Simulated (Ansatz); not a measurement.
# Residual resistivity of an alloy: Mo(100) with 4 layers of random Mo-Pd, 2x2

Wanted: resistance against the alloy's length, first Mo(100) with 4 layers of random Mo-Pd, 2x2.

Calculated with Ansatz 0.2.0; Ansatz plane-wave DFT, PBE, PAW files; ballistic transport by layer matching (Landauer), zero bias; PAW set soft_1.

## 1. Set-up

The cell holds 56 atoms: 52 Mo and 4 Pd. Its edges and angles: a = 6.294 Å, b = 6.294 Å, c = 22.029 Å, α = 90.0°, β = 90.0°, γ = 90.0°. It derives from Mo. Regions: lead, 40 atoms (40 Mo); scattering region, 16 atoms (4 Pd and 12 Mo). The structure is stacked along c, and the current runs across the ab planes.

## 2. With 4 alloy layers

In 4 layers a share of 0.25 of the sites is given to Pd at random. The layers about the cell's end stay perfect and serve as the lead. Disorder leaves little or no symmetry, which makes such runs dear. Energies from -0.05 to 0.05 eV in steps of 0.05 eV are too few for the program's thermal sum, so it prints no conductance; for a metal the transmission near the Fermi level serves, at a fraction of the cost.

input.yaml

```yaml
crystal:
  lattice:
    - [6.294, 0.0, 0.0]
    - [0.0, 6.294, 0.0]
    - [0.0, 0.0, 22.029]
  atoms:
    - { symbol: Mo, position: [0.0, 0.0, 0.0357142857] }
    - { symbol: Mo, position: [0.0, 0.5, 0.0357142857] }
    - { symbol: Mo, position: [0.5, 0.0, 0.0357142857] }
    - { symbol: Mo, position: [0.5, 0.5, 0.0357142857] }
    - { symbol: Mo, position: [0.25, 0.25, 0.1071428571] }
    - { symbol: Mo, position: [0.25, 0.75, 0.1071428571] }
    - { symbol: Mo, position: [0.75, 0.25, 0.1071428571] }
    - { symbol: Mo, position: [0.75, 0.75, 0.1071428571] }
    - { symbol: Mo, position: [0.0, 0.0, 0.1785714286] }
    - { symbol: Mo, position: [0.0, 0.5, 0.1785714286] }
    - { symbol: Mo, position: [0.5, 0.0, 0.1785714286] }
    - { symbol: Mo, position: [0.5, 0.5, 0.1785714286] }
    - { symbol: Mo, position: [0.25, 0.25, 0.25] }
    - { symbol: Mo, position: [0.25, 0.75, 0.25] }
    - { symbol: Mo, position: [0.75, 0.25, 0.25] }
    - { symbol: Mo, position: [0.75, 0.75, 0.25] }
    - { symbol: Mo, position: [0.0, 0.0, 0.3214285714] }
    - { symbol: Mo, position: [0.0, 0.5, 0.3214285714] }
    - { symbol: Mo, position: [0.5, 0.0, 0.3214285714] }
    - { symbol: Mo, position: [0.5, 0.5, 0.3214285714] }
    - { symbol: Pd, position: [0.25, 0.25, 0.3928571429] }
    - { symbol: Mo, position: [0.25, 0.75, 0.3928571429] }
    - { symbol: Mo, position: [0.75, 0.25, 0.3928571429] }
    - { symbol: Mo, position: [0.75, 0.75, 0.3928571429] }
    - { symbol: Mo, position: [0.0, 0.0, 0.4642857143] }
    - { symbol: Mo, position: [0.0, 0.5, 0.4642857143] }
    - { symbol: Pd, position: [0.5, 0.0, 0.4642857143] }
    - { symbol: Mo, position: [0.5, 0.5, 0.4642857143] }
    - { symbol: Mo, position: [0.25, 0.25, 0.5357142857] }
    - { symbol: Mo, position: [0.25, 0.75, 0.5357142857] }
    - { symbol: Mo, position: [0.75, 0.25, 0.5357142857] }
    - { symbol: Mo, position: [0.75, 0.75, 0.5357142857] }
    - { symbol: Pd, position: [0.0, 0.0, 0.6071428571] }
    - { symbol: Mo, position: [0.0, 0.5, 0.6071428571] }
    - { symbol: Mo, position: [0.5, 0.0, 0.6071428571] }
    - { symbol: Pd, position: [0.5, 0.5, 0.6071428571] }
    - { symbol: Mo, position: [0.25, 0.25, 0.6785714286] }
    - { symbol: Mo, position: [0.25, 0.75, 0.6785714286] }
    - { symbol: Mo, position: [0.75, 0.25, 0.6785714286] }
    - { symbol: Mo, position: [0.75, 0.75, 0.6785714286] }
    - { symbol: Mo, position: [0.0, 0.0, 0.75] }
    - { symbol: Mo, position: [0.0, 0.5, 0.75] }
    - { symbol: Mo, position: [0.5, 0.0, 0.75] }
    - { symbol: Mo, position: [0.5, 0.5, 0.75] }
    - { symbol: Mo, position: [0.25, 0.25, 0.8214285714] }
    - { symbol: Mo, position: [0.25, 0.75, 0.8214285714] }
    - { symbol: Mo, position: [0.75, 0.25, 0.8214285714] }
    - { symbol: Mo, position: [0.75, 0.75, 0.8214285714] }
    - { symbol: Mo, position: [0.0, 0.0, 0.8928571429] }
    - { symbol: Mo, position: [0.0, 0.5, 0.8928571429] }
    - { symbol: Mo, position: [0.5, 0.0, 0.8928571429] }
    - { symbol: Mo, position: [0.5, 0.5, 0.8928571429] }
    - { symbol: Mo, position: [0.25, 0.25, 0.9642857143] }
    - { symbol: Mo, position: [0.25, 0.75, 0.9642857143] }
    - { symbol: Mo, position: [0.75, 0.25, 0.9642857143] }
    - { symbol: Mo, position: [0.75, 0.75, 0.9642857143] }
kpoints:
  mp_grid: { grid: [4, 4, 1] }
hamiltonian:
  xc: pbe
  pseudopotentials: { kind: paw, azcp: { folder: soft_1 } }
scf:
  occupations: { method: fermi_dirac, width: 0.1 }
output:
  transmission: { leads: [[0, 4]], kmesh: [8, 8], e_range: [-0.05, 0.05], de: 0.05 }
  write_potential: true
  write_density: true
  volumetric_format: npy
```

On the command line:

```console
ansatz run input.yaml --threads 4 --pin off --max-ram 15360MiB --backend cpu --events-out ev --progress --plain --runs-dir out
```

Numbers of over 12 decimals in the logs are rounded to 6 here.

Output:

```text
Engine: ansatz 0.2.0, aarch64-unknown-linux-gnu
Pseudopotentials: kind: paw
Pseudopotential: Mo, paw, valence charge 14, recommended cutoff 420 eV (normal), soft_1/Mo.paw.azcp
Pseudopotential: Pd, paw, valence charge 18, recommended cutoff 420 eV (normal), soft_1/Pd.paw.azcp
Functional definition: PBE
  parameter kappa = 0.804
  parameter beta = 0.066725
  exchange = pbe_x(kappa = kappa, mu = beta*pi^2/3)
  correlation = pbe_c(beta = beta)
Crystal: 56 atoms, lattice volume = 872.666 Å³
Basis set: ecut = 420 eV, 17109 PW (Γ)
Bands: 480, of which v1, the nominal top of the filled ones, is band 400 counted from 1 (399 counted from 0)
Symmetry: 2 space group operations
Space group: Cm (ITA 8), of the structure as read, at distance tolerance 9.6e-5 Å
k-points: 7 of 16 (time reversal used)
Non-local potential: Mo, projectors of the file, l = 0: 3, l = 1: 2, l = 2: 2, l = 3: 1
Non-local potential: Pd, projectors of the file, l = 0: 2, l = 1: 2, l = 2: 2, l = 3: 1
PAW form: soft (Blöchl's): semilocal exchange-correlation on the pseudo side does not see the compensation charge
PAW one-centre angular grid: Mo, 590 points (default); XC on 64 Gauss nodes
PAW one-centre angular grid: Pd, 590 points (default); XC on 64 Gauss nodes
Initial density: superposition of atomic densities (chi_scale 0.1, normalization cell, long waves kept (reshape's long-wave potential 0.37 eV rms))
Initial wavefunctions: pseudopotential atomic-orbital guess
Functional: x = pbe(κ = 0.804, μ = 0.219515), c = pbe(β = 0.066725)
SCF iter   1: F=—  HF=-285682.017664 eV  |F-HF|=—  |Δ(HF+E_count)|=         —  Δρ=2.09e-1  dr2=2.89e3  ethr=3.10e-3  ⟨swp⟩=4.6  Hψ=12348  notcnv=0
preconditioner: auto → Kerker (q_TF=auto, 2.689 Å⁻¹)  [metal: Δε(μ)=0.024 eV  Ē_g=4.619 eV  σ=0.100 eV  W_gap=0.06  n_scr=294 (ndim 8)  ℏωp=23.6 eV  f_vac=0.000  D(μ)=48.57/eV (n_scr^D=466)]
SCF iter   2: F=—  HF=-285618.526091 eV  |F-HF|=—  |Δ(HF+E_count)|=    6.35e1  Δρ=8.36e-2  dr2=7.43e2  ethr=3.10e-3  ⟨swp⟩=2.3  Hψ=7240  notcnv=0
SCF iter   3: F=—  HF=-285603.986776 eV  |F-HF|=—  |Δ(HF+E_count)|=    1.45e1  Δρ=2.53e-2  dr2=1.07e1  ethr=3.10e-3  ⟨swp⟩=3.9  Hψ=9845  notcnv=0
SCF iter   4: F=—  HF=-285603.072745 eV  |F-HF|=—  |Δ(HF+E_count)|=   9.14e-1  Δρ=6.14e-3  dr2=3.86e0  ethr=1.33e-3  ⟨swp⟩=2.0  Hψ=6818  notcnv=0
SCF iter   5: F=—  HF=-285602.977162 eV  |F-HF|=—  |Δ(HF+E_count)|=   9.56e-2  Δρ=2.41e-3  dr2=1.07e0  ethr=4.83e-4  ⟨swp⟩=1.0  Hψ=3360  notcnv=0
SCF iter   6: F=—  HF=-285602.950547 eV  |F-HF|=—  |Δ(HF+E_count)|=   2.66e-2  Δρ=1.15e-3  dr2=1.60e-1  ethr=1.33e-4  ⟨swp⟩=1.0  Hψ=3360  notcnv=0
SCF iter   7: F=—  HF=-285602.947351 eV  |F-HF|=—  |Δ(HF+E_count)|=   3.20e-3  Δρ=2.95e-4  dr2=3.21e-3  ethr=2.00e-5  ⟨swp⟩=1.0  Hψ=3360  notcnv=0
SCF iter   8: F=—  HF=-285602.947252 eV  |F-HF|=—  |Δ(HF+E_count)|=   9.87e-5  Δρ=8.52e-5  dr2=4.14e-4  ethr=4.02e-7  ⟨swp⟩=3.0  Hψ=6752  notcnv=0
SCF iter   9: F=—  HF=-285602.947249 eV  |F-HF|=—  |Δ(HF+E_count)|=   3.12e-6  Δρ=2.89e-5  dr2=4.29e-5  ethr=5.18e-8  ⟨swp⟩=2.0  Hψ=3367  notcnv=0
SCF iter  10: F=—  HF=-285602.946346 eV  |F-HF|=—  |Δ(HF+E_count)|=   9.03e-4  Δρ=5.91e-6  dr2=1.74e-6  ethr=5.37e-9  ⟨swp⟩=2.0  Hψ=4046  notcnv=0
SCF iter  11: F=—  HF=-285602.946346 eV  |F-HF|=—  |Δ(HF+E_count)|=   1.35e-7  Δρ=1.70e-6  dr2=1.08e-7  ethr=2.18e-10  ⟨swp⟩=2.0  Hψ=6174  notcnv=0
SCF iter  12: F=-285602.946346 eV  HF=-285602.946346 eV  |F-HF|=6.64e-9  |Δ(HF+E_count)|=   8.44e-9  Δρ=4.21e-7  dr2=6.95e-9  ethr=1.25e-11  ⟨swp⟩=6.4  Hψ=7809  notcnv=0
SCF 1 converged in 12 iterations: F = -285602.946346 eV  dr2 = 6.95e-9
  greatest PAW one-centre occupation: 0.999 electrons in one spin orbital (limit 2), on the Pd atom at site 20 (counted from 0), in its partial waves of l = 0
transmission: 90 of 882 steps passed
transmission: 177 of 882 steps passed
[...]
transmission: 882 of 882 steps passed
SCF converged after 12 iterations
Free energy (F): -285602.946346 eV
Harris-Foulkes:  -285602.946346 eV  (|F-HF|=6.64e-9)
Internal energy: -285601.319835 eV  (E = F + TS)
E sigma→0 (E₀):  -285602.133090 eV
Entropy (-TS):   -1.626511 eV (-29.045 meV/atom)
Fermi energy:    21.002710 eV
--- Per-component energies (eV) ---
  E_band       = -3432.863363
  E_kinetic    = 23757.483419
  E_local      = -49067.317128  (includes V_loc(G=0)·N_el)
  E_nonlocal   = 9183.598626
  E_hartree    = 17420.413842
  E_xc         = -9727.226424
  E_vxc        = -12138.261806  (∫ρ·V_xc dr)
  E_paw        = -182254.698659  (= ΣΔE_a)
  E_vpaw       = -10009.196027  (= ΣTr[D̂ρ^β])
  E_aug_tail   = 0.003427  (compensation charges beyond the density's cutoff)
  E_ewald      = -94913.576937
  E_smearing   = -1.626511  (= −TS)
  E_closure    = -0.000000  (closes the sum)
  Σ components = -285602.946346   (vs F -285602.946346, Δ=0.00e0)
--- Band table (eV; the first three rows and the last of 7) ---
  k-point 0: bands = [... 396 lower, 20.9708, 20.9768, 20.9931, 21.0649, 21.1488, 21.1998, 21.2254, 21.3582, ... 76 higher]
  k-point 1: bands = [... 396 lower, 20.9316, 20.9522, 20.9887, 21.0267, 21.0603, 21.0748, 21.0959, 21.1155, ... 76 higher]
  k-point 2: bands = [... 396 lower, 20.8739, 20.9332, 20.9563, 21.0335, 21.0362, 21.0566, 21.1049, 21.1683, ... 76 higher]
  k-point 6: bands = [... 396 lower, 20.8078, 20.8338, 20.8376, 21.0496, 21.0619, 21.1278, 21.1674, 21.2902, ... 76 higher]
--- Transmission ---
  basis      : 349 plane waves across, 42 finite elements along
  points     : 21, standing for a mesh of 8 x 8
  energies   : 3 from -0.050000 to 0.050000 eV about the Fermi level, 0.050000 eV apart; the leads are filled to 0.000000 eV, and channels, transmission and decay are at 0.000000 eV
  crystal 0  : Mo4, at the sites [0, 4], period 1.5735 Å, over 15.73 Å; its Hamiltonian steps by up to 23.2 meV
    offset         : up to 0.0000 Å between an atom of the period and one for which it stands
    channels       : 6.781250e0 a spin
    conductance    : none, the energies end too early or step too widely for 300 K: set another output.transmission.e_range or a lower de, or, where they end at an eighth of basis.ecutwfc, a higher one
    slowest decay  : 0.0498 /Å at (0.5000, 0.3750)
  junction   : crystal 0 to crystal 0, 0.70 to 21.15 Å
    transmission   : 3.268878e0 a spin
    conductance    : none, the energies end too early or step too widely for 300 K: set another output.transmission.e_range or a lower de, or, where they end at an eighth of basis.ecutwfc, a higher one
```

It took 8.2 min on 4 threads of Arm Neoverse V2, shared host; peak memory 7.6 GiB; 31 min of CPU time.

The column dr2 measures how far the density is from self-consistency, as an energy; F and HF (Harris–Foulkes) agree once it is small.

This step gave:

| Quantity | Value |
| --- | --- |
| free energy | -285602.9463 eV |
| energy at zero smearing | -285602.1331 eV |
| Fermi energy | 21.00 eV |
| cell area | 39.61 Å² |
| transmission per spin nearest the Fermi level | 3.269 |
| open channels per spin nearest the Fermi level | 6.781 |
| step of the lead's potential | 23.2 meV |

Per spin. Table of transmission, zone mean by energy, zero at the Fermi level:

```tsv
energy (eV)	transmission, zone mean
-0.0500	3.22
0.0000	3.27
0.0500	3.31
```

Per spin. Table of open channels, zone mean, lead by energy, zero at the Fermi level:

```tsv
energy (eV)	open channels, zone mean, lead
-0.0500	6.59
0.0000	6.78
0.0500	6.84
```

Transmission over k1 and k2. At 0.0000 eV from the Fermi level.

Ten even steps from '_' (0.00) to '@' (7.79):
```
____..::--::..__
::..::##@@##::..
..::##@@@@@@##::
..--@@@@@@@@@@--
..::##@@@@@@##::
::..::##@@##::..
____..::--::..__
____::......::__
```
Columns: k1 (b1) from -0.5 to 0.375; rows upwards: k2 (b2) from -0.5 to 0.375.

Open channels over k1 and k2. At 0.0000 eV from the Fermi level.

Values, 8 rows by 8 columns:
```
 0.0  1.0  2.0  5.0  7.0  5.0  2.0  1.0
 4.0  2.0  6.0 12.0 15.0 12.0  6.0  2.0
 4.0  5.0 12.0 14.0 14.0 14.0 12.0  5.0
 4.0  7.0 15.0 14.0 14.0 14.0 15.0  7.0
 4.0  5.0 12.0 14.0 14.0 14.0 12.0  5.0
 4.0  2.0  6.0 12.0 15.0 12.0  6.0  2.0
 0.0  1.0  2.0  5.0  7.0  5.0  2.0  1.0
 0.0  0.0  4.0  4.0  4.0  4.0  4.0  0.0
```
Columns: k1 (b1) from -0.5 to 0.375; rows upwards: k2 (b2) from -0.5 to 0.375.

Over the solved energies the transmission per spin lies between 3.22 and 3.31, out of 6.74 channels of the lead on average (up to 6.84).

## 3. With 8 alloy layers

In 8 layers a share of 0.25 of the sites is given to Pd at random. A fresh draw is used; the growth of the resistance with length is what counts.

System of this step: Mo(100) with 8 layers of random Mo-Pd, 2x2. The cell holds 72 atoms: 64 Mo and 8 Pd. Its edges and angles: a = 6.294 Å, b = 6.294 Å, c = 28.323 Å, α = 90.0°, β = 90.0°, γ = 90.0°. It derives from Mo. Regions: lead, 40 atoms (40 Mo); scattering region, 32 atoms (24 Mo and 8 Pd). The structure is stacked along c, and the current runs across the ab planes.

input.yaml

```yaml
crystal:
  lattice:
    - [6.294, 0.0, 0.0]
    - [0.0, 6.294, 0.0]
    - [0.0, 0.0, 28.323]
  atoms:
    - { symbol: Mo, position: [0.0, 0.0, 0.0277777778] }
    - { symbol: Mo, position: [0.0, 0.5, 0.0277777778] }
    - { symbol: Mo, position: [0.5, 0.0, 0.0277777778] }
    - { symbol: Mo, position: [0.5, 0.5, 0.0277777778] }
    - { symbol: Mo, position: [0.25, 0.25, 0.0833333333] }
    - { symbol: Mo, position: [0.25, 0.75, 0.0833333333] }
    - { symbol: Mo, position: [0.75, 0.25, 0.0833333333] }
    - { symbol: Mo, position: [0.75, 0.75, 0.0833333333] }
    - { symbol: Mo, position: [0.0, 0.0, 0.1388888889] }
    - { symbol: Mo, position: [0.0, 0.5, 0.1388888889] }
    - { symbol: Mo, position: [0.5, 0.0, 0.1388888889] }
    - { symbol: Mo, position: [0.5, 0.5, 0.1388888889] }
    - { symbol: Mo, position: [0.25, 0.25, 0.1944444444] }
    - { symbol: Mo, position: [0.25, 0.75, 0.1944444444] }
    - { symbol: Mo, position: [0.75, 0.25, 0.1944444444] }
    - { symbol: Mo, position: [0.75, 0.75, 0.1944444444] }
    - { symbol: Mo, position: [0.0, 0.0, 0.25] }
    - { symbol: Mo, position: [0.0, 0.5, 0.25] }
    - { symbol: Mo, position: [0.5, 0.0, 0.25] }
    - { symbol: Mo, position: [0.5, 0.5, 0.25] }
    - { symbol: Mo, position: [0.25, 0.25, 0.3055555556] }
    - { symbol: Mo, position: [0.25, 0.75, 0.3055555556] }
    - { symbol: Mo, position: [0.75, 0.25, 0.3055555556] }
    - { symbol: Mo, position: [0.75, 0.75, 0.3055555556] }
    - { symbol: Mo, position: [0.0, 0.0, 0.3611111111] }
    - { symbol: Mo, position: [0.0, 0.5, 0.3611111111] }
    - { symbol: Mo, position: [0.5, 0.0, 0.3611111111] }
    - { symbol: Mo, position: [0.5, 0.5, 0.3611111111] }
    - { symbol: Mo, position: [0.25, 0.25, 0.4166666667] }
    - { symbol: Pd, position: [0.25, 0.75, 0.4166666667] }
    - { symbol: Mo, position: [0.75, 0.25, 0.4166666667] }
    - { symbol: Mo, position: [0.75, 0.75, 0.4166666667] }
    - { symbol: Pd, position: [0.0, 0.0, 0.4722222222] }
    - { symbol: Mo, position: [0.0, 0.5, 0.4722222222] }
    - { symbol: Mo, position: [0.5, 0.0, 0.4722222222] }
    - { symbol: Pd, position: [0.5, 0.5, 0.4722222222] }
    - { symbol: Pd, position: [0.25, 0.25, 0.5277777778] }
    - { symbol: Mo, position: [0.25, 0.75, 0.5277777778] }
    - { symbol: Mo, position: [0.75, 0.25, 0.5277777778] }
    - { symbol: Mo, position: [0.75, 0.75, 0.5277777778] }
    - { symbol: Mo, position: [0.0, 0.0, 0.5833333333] }
    - { symbol: Mo, position: [0.0, 0.5, 0.5833333333] }
    - { symbol: Mo, position: [0.5, 0.0, 0.5833333333] }
    - { symbol: Mo, position: [0.5, 0.5, 0.5833333333] }
    - { symbol: Mo, position: [0.25, 0.25, 0.6388888889] }
    - { symbol: Pd, position: [0.25, 0.75, 0.6388888889] }
    - { symbol: Mo, position: [0.75, 0.25, 0.6388888889] }
    - { symbol: Mo, position: [0.75, 0.75, 0.6388888889] }
    - { symbol: Pd, position: [0.0, 0.0, 0.6944444444] }
    - { symbol: Mo, position: [0.0, 0.5, 0.6944444444] }
    - { symbol: Pd, position: [0.5, 0.0, 0.6944444444] }
    - { symbol: Pd, position: [0.5, 0.5, 0.6944444444] }
    - { symbol: Mo, position: [0.25, 0.25, 0.75] }
    - { symbol: Mo, position: [0.25, 0.75, 0.75] }
    - { symbol: Mo, position: [0.75, 0.25, 0.75] }
    - { symbol: Mo, position: [0.75, 0.75, 0.75] }
    - { symbol: Mo, position: [0.0, 0.0, 0.8055555556] }
    - { symbol: Mo, position: [0.0, 0.5, 0.8055555556] }
    - { symbol: Mo, position: [0.5, 0.0, 0.8055555556] }
    - { symbol: Mo, position: [0.5, 0.5, 0.8055555556] }
    - { symbol: Mo, position: [0.25, 0.25, 0.8611111111] }
    - { symbol: Mo, position: [0.25, 0.75, 0.8611111111] }
    - { symbol: Mo, position: [0.75, 0.25, 0.8611111111] }
    - { symbol: Mo, position: [0.75, 0.75, 0.8611111111] }
    - { symbol: Mo, position: [0.0, 0.0, 0.9166666667] }
    - { symbol: Mo, position: [0.0, 0.5, 0.9166666667] }
    - { symbol: Mo, position: [0.5, 0.0, 0.9166666667] }
    - { symbol: Mo, position: [0.5, 0.5, 0.9166666667] }
    - { symbol: Mo, position: [0.25, 0.25, 0.9722222222] }
    - { symbol: Mo, position: [0.25, 0.75, 0.9722222222] }
    - { symbol: Mo, position: [0.75, 0.25, 0.9722222222] }
    - { symbol: Mo, position: [0.75, 0.75, 0.9722222222] }
kpoints:
  mp_grid: { grid: [4, 4, 1] }
hamiltonian:
  xc: pbe
  pseudopotentials: { kind: paw, azcp: { folder: soft_1 } }
scf:
  occupations: { method: fermi_dirac, width: 0.1 }
output:
  transmission: { leads: [[0, 4]], kmesh: [8, 8], e_range: [-0.05, 0.05], de: 0.05 }
  write_potential: true
  write_density: true
  volumetric_format: npy
```

Output:

```text
[...]
Crystal: 72 atoms, lattice volume = 1122.000 Å³
Basis set: ecut = 420 eV, 21955 PW (Γ)
Bands: 624, of which v1, the nominal top of the filled ones, is band 520 counted from 1 (519 counted from 0)
Symmetry: 1 space group operations
[...]
k-points: 10 of 16 (time reversal used)
[...]
SCF iter   1: F=—  HF=-373145.881630 eV  |F-HF|=—  |Δ(HF+E_count)|=         —  Δρ=2.74e-1  dr2=2.02e4  ethr=3.10e-3  ⟨swp⟩=5.1  Hψ=23537  notcnv=0
[...]
SCF iter  12: F=-372966.346307 eV  HF=-372966.346307 eV  |F-HF|=3.26e-9  |Δ(HF+E_count)|=   6.29e-9  Δρ=3.32e-7  dr2=3.69e-9  ethr=9.62e-12  ⟨swp⟩=2.0  Hψ=11489  notcnv=0
SCF 1 converged in 12 iterations: F = -372966.346307 eV  dr2 = 3.69e-9
[...]
transmission: 192 of 1904 steps passed
transmission: 381 of 1904 steps passed
[...]
transmission: 1904 of 1904 steps passed
SCF converged after 12 iterations
Free energy (F): -372966.346307 eV
[...]
Internal energy: -372964.461398 eV  (E = F + TS)
E sigma→0 (E₀):  -372965.403853 eV
Entropy (-TS):   -1.884909 eV (-26.179 meV/atom)
Fermi energy:    20.904378 eV
[...]
--- Band table (eV; the first three rows and the last of 10) ---
  k-point 0: bands = [... 516 lower, 20.9052, 20.9482, 20.9582, 21.0404, 21.0561, 21.0644, 21.1634, 21.2060, ... 100 higher]
  k-point 1: bands = [... 516 lower, 20.8374, 20.8611, 20.8810, 20.9081, 20.9279, 20.9365, 21.0073, 21.0357, ... 100 higher]
  k-point 2: bands = [... 516 lower, 20.7458, 20.7517, 20.8164, 20.8648, 20.9773, 21.0155, 21.0733, 21.0960, ... 100 higher]
  k-point 9: bands = [... 516 lower, 20.7358, 20.7892, 20.8906, 20.9771, 21.0360, 21.0500, 21.0747, 21.1321, ... 100 higher]
--- Transmission ---
  basis      : 349 plane waves across, 56 finite elements along
  points     : 34, standing for a mesh of 8 x 8
[...]
channels       : 6.593750e0 a spin
[...]
slowest decay  : 0.0468 /Å at (0.5000, 0.3750)
  junction   : crystal 0 to crystal 0, 2.27 to 29.02 Å
    transmission   : 2.573863e0 a spin
[...]
```

The job ended after 20 min (4 threads; peak memory 8 GiB; 75 min of CPU time).

Numbers from this step:

* free energy: -372966.3463 eV
* energy at zero smearing: -372965.4039 eV
* Fermi energy: 20.90 eV
* transmission per spin nearest the Fermi level: 2.574
* open channels per spin nearest the Fermi level: 6.594
* step of the lead's potential: 9.5 meV

Per spin. The transmission, zone mean by energy, zero at the Fermi level:

```tsv
energy (eV)	transmission, zone mean
-0.0500	2.59
0.0000	2.57
0.0500	2.58
```

Over the solved energies the transmission per spin lies between 2.57 and 2.59, out of 6.68 channels of the lead on average (up to 6.84).

[end of part 1 of 2]

[Logs are printed without paths, hosts, clocks, repeated set-up lines and the standing remarks that a program may print on its own settings, such as how far it seeks lower states.]

[Hosts, paths, dates, database ids (printed as entryN), source tags and the programs' standing remarks are cut or masked in the printed files.]
